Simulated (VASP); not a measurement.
Te2Mo: single point with PBE

Te2Mo:

```xyz
6
Lattice="3.5182 0.0000 0.0000 -1.7591 3.0469 0.0000 0.0000 0.0000 13.9736" Properties=species:S:1:pos:R:3 pbc="T T T"
Te    1.7591    1.0156    5.2960
Te    0.0000    2.0312   12.2828
Te    1.7591    1.0156    1.6908
Te    0.0000    2.0312    8.6776
Mo    1.7591    1.0156   10.4802
Mo    0.0000    2.0312    3.4934
```

```
Program                : VASP 6.6.1
Task                   : single point
Functional             : PBE
Potentials or basis    : VASP PAW PBE potentials, release 64 (Te, Mo_sv)
Cutoff                 : 520 eV
k mesh                 : 9 × 9 × 2
Occupations            : gaussian, width 0.014 eV
Spin                   : no spin polarisation
Further INCAR settings : ALGO = Normal; EDIFF = 1e-06
```

The pressure is 2.9 GPa, the largest force is 0.189 eV/Å and the band gap on the k mesh is 0.78 eV, indirect (least direct gap 1.04 eV).

Forces on the atoms (eV/Å):
```
Te   0.000  0.000  0.189
Te   0.000  0.000  0.189
Te   0.000  0.000 -0.189
Te   0.000  0.000 -0.189
Mo   0.000  0.000  0.000
Mo   0.000  0.000  0.000
```

Stress tensor (GPa, compression positive):
```
2.66 0.00 0.00
0.00 2.66 0.00
0.00 0.00 3.42
```

Levels at points of the mesh, in eV from the valence-band top:
```csv
k point,band 24,band 25,band 26,band 27,band 28,band 29
"(0.00, 0.00, 0.00)",-1.03,-0.32,0.00,2.90,2.90,3.03
"(0.00, 0.00, 0.50)",-1.04,-0.08,-0.08,2.94,2.94,2.94
```

It took 94 s on 1 thread of Intel(R) Xeon(R) Platinum 8488C (Sapphire Rapids), with other jobs on the host, peak memory 0.31 GiB.

The gap isn't set beside the measured one, since this odd mesh misses points on the zone boundary.

Caveat: spin-orbit coupling is left out, which moves the levels of the heavy elements; an odd mesh through Γ misses points on the zone boundary, where band edges often lie; this functional lacks dispersion, which binds the layers, so the pressure and a relaxed spacing across them are unreliable.
